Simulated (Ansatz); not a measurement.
# SiGe: the cost of one run

Program: Ansatz 0.2.0. Level of theory: reference: DFT, PBE, plane waves, PAW. These are calculated values, not measurements.

1 further run of the same task is left out (it didn't finish).

## (1) Starting point

It takes space group Pmma (No. 51, orthorhombic). Conventional cell: a = 3.925 Å, b = 3.931 Å, c = 5.537 Å, α = 90.00°, β = 90.00°, γ = 90.00°. Si (site symmetry mm2) has 2 Si at 2.37 Å and 2 Ge at 2.40 Å as nearest neighbours. Ge (site symmetry mm2) is surrounded by 2 Si at 2.40 Å and 2 Ge at 2.44 Å.

Coordinates:

```xyz
4
Lattice="3.9253 0.0000 0.0000 0.0000 3.9306 0.0000 0.0000 0.0000 5.5369" Properties=species:S:1:pos:R:3 pbc="T T T"
Si    2.9440    0.0000    4.8724
Si    0.9813    0.0000    0.6645
Ge    0.9813    1.9653    2.0452
Ge    2.9440    1.9653    3.4916
```

## (2) Reference

input.yaml reads:

```yaml
crystal:
  lattice:
    - [3.9252813522, 0.0, 0.0]
    - [0.0, 3.9305886222, 0.0]
    - [0.0, 0.0, 5.5368564565]
  atoms:
    - { symbol: Si, position: [0.75, 0.0, 0.8799877307] }
    - { symbol: Si, position: [0.25, 0.0, 0.1200122693] }
    - { symbol: Ge, position: [0.25, 0.5, 0.3693836835] }
    - { symbol: Ge, position: [0.75, 0.5, 0.6306163165] }
kpoints:
  mp_grid: { grid: [4, 4, 4] }
hamiltonian:
  xc: pbe
scf:
  occupations: { method: fixed }
  n_extra_bands: 5
output:
  forces: true
  stress: true
  eigenvalues: true
```

On the command line:

```console
$ ansatz run input.yaml --threads 4 --pin off --max-ram 3686MiB --backend cpu --events-out ev --progress --plain --runs-dir out
```

What time and memory should one allow on 4 threads of AMD EPYC 7R43 (Zen 3), shared host?

About 1.2 s, with a peak of 0.43 GiB.
